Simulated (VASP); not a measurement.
# C (P6_3/mmc) in VASP: relaxation of cell and atoms with PBE+D3(BJ)

Aim: the relaxation of cell and atoms of C with PBE+D3(BJ).

Program: VASP 6.6.1. These are calculated values, not measurements. Logs are shortened: lines on timing, memory, paths and dates and some standing lists are left out, and cuts for length are marked.

## (1) The crystal as given

Symmetry: P6_3/mmc, No. 194, hexagonal system. The conventional cell has a = 2.466 Å, b = 2.466 Å, c = 6.683 Å, α = 90.00°, β = 90.00°, γ = 120.00°. C (site symmetry -6m2) is surrounded by 3 C at 1.42 Å. Around C (site symmetry -6m2) lie 3 C at 1.42 Å.

## (2) Relaxation of cell and atoms, PBE+D3(BJ)

Input file INCAR:

```
SYSTEM = C
ALGO = Normal
EDIFF = 1E-7
EDIFFG = -0.002
ENCUT = 520
GGA = PE
IBRION = 2
ISIF = 3
ISMEAR = 0
IVDW = 12
LASPH = .True.
LCHARG = .False.
LREAL = .False.
LWAVE = .False.
NELM = 4
NSW = 80
PREC = Accurate
SIGMA = 0.02
```

Input file KPOINTS:

```
k-points
0
Gamma
  15 15 4
  0 0 0
```

Input file POSCAR:

```
C                                       
1.0
    2.4658975384      0.0000000000      0.0000000000
   -1.2329487692      2.1355299117     -0.0000000000
    0.0000000000      0.0000000000      6.6827691934
  C             
     4
Direct
     0.0000000000000000    0.0000000000000000    0.2500000000000000
     0.0000000000000000    0.0000000000000000    0.7500000000000000
     0.3333333300000021    0.6666666699999979    0.2500000000000000
     0.6666666699999979    0.3333333300000021    0.7500000000000000
```

Potentials or basis: VASP PAW PBE potentials, release 64 (C).

Started as:

```bash
> cat potpaw_PBE.64/C/POTCAR > POTCAR
> mpirun -np 1 vasp_std > vasp.out
```

OUTCAR:

```text
SYSTEM = C
   EDIFF = 1E-7
   EDIFFG = -0.002
   ENCUT = 520
   GGA = PE
   IBRION = 2
   ISIF = 3
   ISMEAR = 0
   IVDW = 12
   LASPH = .True.
   LREAL = .False.
   NELM = 4
   NSW = 80
   PREC = Accurate
 IVDW          = 12

 ion  position               nearest neighbor table
   1  0.000  0.000  0.250-   3 1.42   3 1.42   3 1.42
   2  0.000  0.000  0.750-   4 1.42   4 1.42   4 1.42
   3  0.333  0.667  0.250-   1 1.42   1 1.42   1 1.42
   4  0.667  0.333  0.750-   2 1.42   2 1.42   2 1.42

  LATTYP: Found a hexagonal cell.
 ALAT       =     2.4658975384
 C/A-ratio  =     2.7100757794

  Lattice vectors:

 A1 = (   2.4658975384,   0.0000000000,   0.0000000000)
 A2 = (  -1.2329487692,   2.1355299117,   0.0000000000)
 A3 = (   0.0000000000,   0.0000000000,   6.6827691934)

Analysis of symmetry for initial positions (statically):
=====================================================================
 Subroutine PRICEL returns:
 Original cell was already a primitive cell.

 Routine SETGRP: Setting up the symmetry group for a
 hexagonal supercell.

 Subroutine GETGRP returns: Found 24 space group operations
 (whereof 12 operations were pure point group operations)
 out of a pool of 24 trial point group operations.

The static configuration has the point symmetry D_3d.
 The point group associated with its full space group is D_6h.

Analysis of symmetry for dynamics (positions and initial velocities):
=====================================================================
 Subroutine PRICEL returns:
 Original cell was already a primitive cell.

 Routine SETGRP: Setting up the symmetry group for a
 hexagonal supercell.

 Subroutine GETGRP returns: Found 24 space group operations
 (whereof 12 operations were pure point group operations)
 out of a pool of 24 trial point group operations.

The dynamic configuration has the point symmetry D_3d.
 The point group associated with its full space group is D_6h.

 Subroutine INISYM returns: Found 24 space group operations
 (whereof 12 operations are pure point group operations),
 and found     1 'primitive' translations

----------------------------------------------------------------------------------------

                                     Primitive cell

  volume of cell :      35.1914

  direct lattice vectors                    reciprocal lattice vectors
     2.465897538  0.000000000  0.000000000     0.405531854  0.234133925  0.000000000
    -1.232948769  2.135529912  0.000000000     0.000000000  0.468267850  0.000000000
     0.000000000  0.000000000  6.682769193     0.000000000  0.000000000  0.149638566

  length of vectors
     2.465897538  2.465897539  6.682769193     0.468267850  0.468267850  0.149638566

  position of ions in fractional coordinates (direct lattice)
     0.000000000  0.000000000  0.250000000
     0.000000000  0.000000000  0.750000000
     0.333333330  0.666666670  0.250000000
     0.666666670  0.333333330  0.750000000

  ion indices of the primitive-cell ions
   primitive index   ion index
                 1           1
                 2           2
                 3           3
                 4           4

----------------------------------------------------------------------------------------

 KPOINTS: k-points

Automatic generation of k-mesh.
 Grid dimensions read from file:
 generate k-points for:   15   15    4

 Generating k-lattice:

  Cartesian coordinates                     Fractional coordinates (reciprocal lattice)
     0.027035457  0.015608928  0.000000000     0.066666667 -0.000000000  0.000000000
     0.000000000  0.031217857  0.000000000     0.000000000  0.066666667  0.000000000
     0.000000000  0.000000000  0.037409642     0.000000000  0.000000000  0.250000000

  Length of vectors
     0.031217857  0.031217857  0.037409642

  Shift w.r.t. Gamma in fractional coordinates (k-lattice)
     0.000000000  0.000000000  0.000000000

 Subroutine IBZKPT returns following result:
 ===========================================

 Found     81 irreducible k-points:

 Following reciprocal coordinates:
            Coordinates               Weight
  0.000000  0.000000  0.000000      1.000000
  0.066667  0.000000  0.000000      6.000000
  0.133333  0.000000  0.000000      6.000000
  0.200000  0.000000  0.000000      6.000000
  0.266667  0.000000  0.000000      6.000000
  0.333333  0.000000  0.000000      6.000000
[... 16 lines left out ...]
  0.333333  0.200000  0.000000     12.000000
  0.400000  0.200000  0.000000      6.000000
 [... further k-points ...]
   k-points           NKPTS =     81   k-points in BZ     NKDIM =     81   number of bands    NBANDS=     12
   number of dos      NEDOS =    301   number of ions     NIONS =      4
   total plane-waves  NPLWV =  16200
   dimension x,y,z NGX =    18 NGY =   18 NGZ =   50
   dimension x,y,z NGXF=    36 NGYF=   36 NGZF=  100
   ions per type =               4
   NGX,Y,Z   is equivalent  to a cutoff of  12.14, 12.14, 12.44 a.u.
   NGXF,Y,Z  is equivalent  to a cutoff of  24.27, 24.27, 24.88 a.u.
 SYSTEM =  C
   PREC   = accura    normal or accurate (medium, high low for compatibility)
   ISTART =      0    job   : 0-new  1-cont  2-samecut
   ICHARG =      2    charge: 1-file 2-atom 10-const
   ISPIN  =      1    spin polarized calculation?
   LNONCOLLINEAR =      F non collinear calculations
   LSORBIT =      F    spin-orbit coupling
   LASPH  =      T    aspherical Exc in radial PAW
   ENCUT  =  520.0 eV  38.22 Ry    6.18 a.u.   4.58  4.58 12.43*2*pi/ulx,y,z
   NELM   =      4;   NELMIN=  2; NELMDL= -5     # of ELM steps
   EDIFF  = 0.1E-06   stopping-criterion for ELM
   LREAL  =      F    real-space projection
   EDIFFG = -.2E-02   stopping-criterion for IOM
   NSW    =     80    number of steps for IOM
   IBRION =      2    ionic relax: 0-MD 1-quasi-New 2-CG
   NFREE  =      1    steps in history (QN), initial steepest desc. (CG)
   ISIF   =      3    stress and relaxation
   ISYM   =      2    0-nonsym 1-usesym 2-fastsym
   POTIM  = 0.5000    time-step for ionic-motion
   TEBEG  =    0.0;   TEEND  =   0.0 temperature during run
   PSTRESS=    0.0 pullay stress
   NELECT =      16.0000    total number of electrons
   NUPDOWN=      -1.0000    fix difference up-down
   EMIN   =  10.00;   EMAX   =-10.00  energy-range for DOS
   EFERMI =   0.00;   METHOD = LEGACY
   ISMEAR =     0;   SIGMA  =   0.02  broadening in eV -4-tet -1-fermi 0-gaus
   EFERMI_NEDOS =   21; number of points for ismear=-14 and -15
   IALGO  =     38    algorithm
   IMIX   =      4    mixing-type and parameters
     AMIX     =   0.40;   BMIX     =  1.00
     AMIX_MAG =   1.60;   BMIX_MAG =  1.00
  volume/ion in A,a.u.               =       8.80        59.37
  Fermi-wavevector in a.u.,A,eV,Ry     =   1.258836  2.378855 21.560714  1.584668
  Thomas-Fermi vector in A             =   2.392426
   LORBIT       =      0    0 simple, 1 ext, 2 COOP (PROOUT), +10 PAW based schemes
   GGA     = PE    functional components
   LHFCALC =     F    Hartree Fock is set to
   AEXX    =    0.0000 exact exchange contribution
   IVDW    =    12    specifies the selected vdW correction
   LEPSILON=     F    determine dielectric tensor
   LRPA    =     F    only Hartree local field effects (RPA)
 conjugate gradient relaxation of ions
 non-spin polarized calculation
 Gauss-broadening in eV      SIGMA  =   0.02
  energy-cutoff  :      520.00
  volume of cell :       35.19
 maximum number of plane-waves:       979
   NGX =  9   NGY =  9   NGZ = 25

--------------------------------------- Ionic step        1  -------------------------------------------

 number of electron      16.0000000 magnetization

 Free energy of the ion-electron system (eV)
  ---------------------------------------------------
  ext. energy  EPLUGINS =         0.00000000
  ---------------------------------------------------
  free energy    TOTEN  =       -39.18895272 eV

  energy without entropy =      -39.18872107  energy(sigma->0) =      -39.18883689

------------------------ aborting loop EDIFF was not reached (unconverged)  ----------------------------

 Edisp (eV)   -0.62833

 E8    (eV) :    -0.1782

  FORCE on cell =-STRESS in cart. coord.  units (eV):
  Direction    XX          YY          ZZ          XY          YZ          ZX
  --------------------------------------------------------------------------------------
  -------------------------------------------------------------------------------------
  Total       3.77643     3.77643    40.26366     0.00000     0.00000     0.00000
  in kB     171.93148   171.93148  1833.10238     0.00000     0.00000     0.00000
  external pressure =      725.66 kB  Pullay stress =        0.00 kB
[... 830 lines left out ...]
 k-point    24 :       0.4000    0.2000    0.0000
  band No.  band energies     occupation
      1      -9.7409      2.00000
      2      -9.6879      2.00000
      3      -8.6845      2.00000
      4      -8.6505      2.00000
      5      -4.8783      2.00000
      6      -4.8289      2.00000
      7       2.1392      2.00000
      8       2.5607      2.00000
      9       5.1163      0.00000
     10       5.2397      0.00000
     11      14.1880      0.00000
     12      14.6059      0.00000

 [... further k-points ...]

[... ionic steps 4 to 14 ...]

--------------------------------------- Ionic step       15  -------------------------------------------

 number of electron      15.9999994 magnetization

------------------------ aborting loop because EDIFF is reached ----------------------------------------

 Edisp (eV)   -0.62506

 E8    (eV) :    -0.1771
[... 73 lines left out ...]
  energy  without entropy=      -37.4665560946  energy(sigma->0) =      -37.46665609

--------------------------------------- Ionic step       17  -------------------------------------------

 number of electron      15.9999994 magnetization

 Free energy of the ion-electron system (eV)
  ---------------------------------------------------
  ext. energy  EPLUGINS =         0.00000000
  ---------------------------------------------------
  free energy    TOTEN  =       -36.84192097 eV

  energy without entropy =      -36.84172079  energy(sigma->0) =      -36.84182088

 E-fermi :   4.6574     XC(G=0): -10.3163

 val. band max:        4.6555749488   @ k =   0.3333   0.3333   0.5000
 cond. band min:       4.6580229722   @ k =   0.3333   0.3333   0.2500
 fundamental gap:      0.0024480234
 Fermi energy:         4.6574318390

 k-point     1 :       0.0000    0.0000    0.0000
  band No.  band energies     occupation
      1     -14.9755      2.00000
      2     -14.6764      2.00000
      3      -3.8374      2.00000
      4      -1.8751      2.00000
      5       1.6447      2.00000
      6       1.6447      2.00000
      7       1.6631      2.00000
      8       1.6631      2.00000
      9       8.9510      0.00000
     10      12.9741      0.00000
     11      12.9741      0.00000
     12      13.0258      0.00000
[... 380 lines left out ...]
  FREE ENERGIE OF THE ION-ELECTRON SYSTEM (eV)
  ---------------------------------------------------
  free  energy   TOTEN  =       -37.4667578874 eV

  energy  without entropy=      -37.4665577127  energy(sigma->0) =      -37.46665780

 reached required accuracy - stopping structural energy minimisation
```

It took 79 s on 1 thread of Intel Xeon Platinum 8559C (Emerald Rapids), shared host; peak memory 0.17 GiB.

What came out:

```
Free energy                            : -37.4668 eV
Relaxed volume                         : 8.84 Å³/atom
Relaxed cell                           : a = 2.466 Å, b = 2.466 Å, c = 6.714 Å, α = 90.00°, β = 90.00°, γ = 120.00°
Space group after relaxing (to 0.05 Å) : P6_3/mmc (No. 194)
Energy gained by relaxing              : -587.6 meV/atom
Ionic steps                            : 17
Pressure after relaxing                : 0.0 GPa
Band gap on the k mesh                 : none (metal or under the smearing width)
Dispersion energy per atom             : -0.156 eV
```

Step by step:
```
step  energy change (eV)  largest force (eV/Å)  pressure (GPa)  volume (Å³)
   1              0.0000                0.0000           72.57        35.19
   2              3.5782                0.0000          -30.32        57.15
   3              3.2201                0.0000          -23.97        53.63
   4              2.9850                0.0000          -21.84        51.10
   5              2.4985                0.0000          -13.58        42.92
   6              2.3891                0.0000           -6.49        39.00
   7              2.3600                0.0000           -3.21        37.09
   8              2.3509                0.0000           -0.59        35.72
   9              2.3506                0.0000           -0.29        35.46
  10              2.3505                0.0000           -0.20        35.39
  11              2.3505                0.0000           -0.17        35.37
  12              2.3505                0.0000           -0.18        35.37
  13              2.3506                0.0000            0.36        35.33
  14              2.3505                0.0000            0.02        35.36
  15              2.3505                0.0000            0.01        35.36
  16              2.3505                0.0000            0.01        35.36
  17              2.3505                0.0000            0.01        35.37
```

Final structure:
```cif
data_structure
_symmetry_space_group_name_H-M 'P 1'
_symmetry_Int_Tables_number 1
_cell_length_a 2.4663
_cell_length_b 2.4663
_cell_length_c 6.7138
_cell_angle_alpha 90.000
_cell_angle_beta 90.000
_cell_angle_gamma 120.000
_cell_volume 35.37
loop_
_atom_site_label
_atom_site_type_symbol
_atom_site_fract_x
_atom_site_fract_y
_atom_site_fract_z
_atom_site_occupancy
C1 C 0.00000 0.00000 0.25000 1
C2 C 0.00000 0.00000 0.75000 1
C3 C 0.33333 0.66667 0.25000 1
C4 C 0.66667 0.33333 0.75000 1
```

Levels at points of the mesh, in eV from the Fermi level:
| k point | band 4 | band 5 | band 6 | band 7 | band 8 | band 9 | band 10 | band 11 | band 12 |
| --- | --- | --- | --- | --- | --- | --- | --- | --- | --- |
| (0.00, 0.00, 0.00) | -6.53 | -3.01 | -3.01 | -2.99 | -2.99 | 4.29 | 8.32 | 8.32 | 8.37 |
| (0.00, 0.00, 0.50) | -7.61 | -3.00 | -3.00 | -3.00 | -3.00 | 6.93 | 6.93 | 8.34 | 8.34 |
